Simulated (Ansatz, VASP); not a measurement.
**Pd: VASP beside Ansatz**

```
CELL_PARAMETERS angstrom
-1.53687 1.51964 1.68655
1.51964 -1.53687 1.68655
1.57046 1.57046 -1.70379
ATOMIC_POSITIONS crystal
Pd 0.00000 0.00000 0.00000
```

Alike in both runs: task single point; functional PBE; k mesh 16 × 16 × 16; occupations gaussian, width 0.1 eV; no spin polarisation.

```csv
,VASP,Ansatz
version,VASP 6.6.1,Ansatz 0.2.0
potentials or method,"VASP PAW PBE potentials, release 64 (Pd)","scalar-relativistic, plane waves, PAW"
plane-wave cutoff (eV),520,420
valence electrons in the cell,10,18
```

```tsv
	VASP	Ansatz	Ansatz less VASP
gap on the k mesh at the Fermi level (eV)	none	none	-
pressure (GPa)	-6.2	-6.1	+0.15
largest component of the traceless stress (GPa)	1.35	1.36	+0.018
```

A gap of «none» marks a metal or a gap that the smearing closes. With one functional, cell and mesh, what is left measures potentials, basis and numerics. The two sets of potentials don't hold the same shells in valence.
